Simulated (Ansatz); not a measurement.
System: chalcopyrite CuInS2. Method: PBE (PAW; Ansatz, a quantum-chemistry and plane-wave program).

Run with plane-wave cutoff 520 eV, 10×10×10 k mesh, Fermi–Dirac smearing 0.01 eV, no spin polarisation, scalar-relativistic PAW data made under PBE.

Shape and atoms are relaxed at each volume.

Pressure at four volumes; x = ln(V/21.835 Å³). One pressure is withheld.

```
V (Å³/atom)        x  P (GPa)
-----------  -------  -------
20.962       -0.0408        ?
21.398       -0.0202     1.38
21.835        0.0000     0.00
22.709        0.0392    -2.30
```

Problem. Pass a parabola P(x) through the three rows shown, estimate the bulk modulus and its pressure derivative near zero pressure, and predict the withheld pressure.

Solution. Slopes between the rows: (0.00 − (1.38))/(0.0000 − (-0.0202)) = -68.32 and (-2.30 − (0.00))/(0.0392 − (0.0000)) = -58.67 GPa. Their difference over the span 0.0594 is c = 9.65/0.0594 = 162.5 GPa, so P(x) = 1.38 + (-68.32)(x − (-0.0202)) + 162.5 (x − (-0.0202))(x − (0.0000)). At the middle row B = −dP/dx = −[-68.32 + 162.5 × 0.0202] = 65.0 GPa, and B′ = dB/dP = 2c/B = 5.0. At x = -0.0408 the parabola gives 2.92 GPa; the run gives 2.92 GPa. The Birch–Murnaghan fit to the energies at all volumes has B0 = 64.7 GPa and B′ = 4.9.

Note: the gap of the solid is closed in this run; this level leaves the solid without a gap, although one is measured; the bulk modulus comes from volumes at which shape and atoms were relaxed.

Spin–orbit coupling is not included; it can open a gap where bands touch, and shift volumes and moduli.
